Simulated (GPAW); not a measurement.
Runs of GPAW 26.7.0 on BaS. Symmetry: Fm-3m, No. 225, cubic system. Conventional cell: a = 6.388 Å, b = 6.388 Å, c = 6.388 Å, α = 90.00°, β = 90.00°, γ = 90.00°. Ba (site symmetry m-3m) is surrounded by 6 S at 3.19 Å. S (site symmetry m-3m) is surrounded by 6 Ba at 3.19 Å. 

```csv
task,level,potentials or basis,cell,smearing,eigensolver,optimizer,fmax,max steps,convergence,gap on the mesh (eV),pressure (GPa),relaxed volume (Å³/atom)
single point,RPBE,"the program's PAW data sets (release 1.2.1) made for this functional, pw",as given,gaussian 0.05 eV,-,-,-,-,-,2.34,2.8,-
relaxation of cell and atoms,BLYP+D4,"PAW data sets generated in the run's folder for this functional, pw",relaxed,fermi-dirac 0.05 eV,davidson,BFGS,0.05 eV/Å,100,density=1e-05 forces=0.0001,2.31,0.0,(b)
single point,PBE,"GPAW PAW data sets (gpaw-data 1.2.1), pw",as given,gaussian 0.03 eV,-,-,-,-,-,2.19,1.2,-
relaxation of cell and atoms,RPBE+D4,"the program's PAW data sets (release 1.2.1) made for this functional, pw",relaxed,fermi-dirac 0.05 eV,-,LBFGS,0.02 eV/Å,100,density=1e-05 forces=0.0001,2.37,0.0,33.23
relaxation of cell and atoms,revPBE+D4,"the program's PAW data sets (release 1.2.1) made for this functional, pw",relaxed to 20 GPa,fermi-dirac 0.05 eV,-,LBFGS,0.02 eV/Å,100,density=1e-05 forces=0.0001,1.59,20.0,-
relaxation of cell and atoms,BLYP+D3(BJ),"PAW data sets generated in the run's folder for this functional, pw",relaxed,fermi-dirac 0.05 eV,davidson,FIRE,0.02 eV/Å,40,density=1e-05 forces=0.0001,2.28,0.1,(a)
relaxation of cell and atoms,revPBE+D3(BJ),"the program's PAW data sets (release 1.2.1) made for this functional, pw",relaxed,fermi-dirac 0.05 eV,-,BFGS,0.01 eV/Å,60,density=1e-05 forces=0.0001,2.29,0.0,32.45
single point,PBE,"GPAW PAW data sets (gpaw-data 1.2.1), pw",as given,gaussian 0.029 eV,-,-,-,-,-,2.19,1.2,-
single point,PBE,"GPAW PAW data sets (gpaw-data 1.2.1), pw",as given,gaussian 0.05 eV,-,-,-,-,-,2.19,1.2,-
```

Alike in all rows: no spin polarisation; k mesh 7 × 7 × 7; cutoff (eV) 600.

**Question.** Fill in the values left out.

**Answer.** (a) 32.62; (b) 33.44.

Caveats: spin-orbit coupling is left out, which moves the levels of the heavy elements; an odd mesh through Γ misses points on the zone boundary, where band edges often lie; later steps reuse the first step's grids (some runs); the volume moved by over 15 % at a fixed basis, so the end points are rough (some runs).

A k mesh can miss the band edges, and the runs leave out spin-orbit coupling on Ba.
